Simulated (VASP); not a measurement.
Crystal: TiO2.

```
Ti O
1.0
     4.59222    0.00000    0.00000
     0.00000    4.59222    0.00000
     0.00000    0.00000    2.94203
Ti O
2 4
Direct
  0.00000 0.00000 0.00000
  0.50000 0.50000 0.50000
  0.30430 0.30430 0.00000
  0.19570 0.80430 0.50000
  0.69570 0.69570 0.00000
  0.80430 0.19570 0.50000
```

Base run:

* Program: VASP 6.6.1
* Functional: TB-mBJ
* Potentials or basis: VASP PAW PBE potentials, release 64 (Ti_sv, O)
* Cutoff: 520 eV
* k mesh: 6 × 6 × 10
* Occupations: gaussian, width 0.02 eV
* Spin: no spin polarisation

Its results: band gap on the k mesh 2.73 eV, indirect (least direct gap 2.74 eV).

Problem. The run is repeated on the same cell with these changes: functional from TB-mBJ to r2SCAN. What comes out?

Solution. Band gap on the k mesh 2.24 eV, direct.
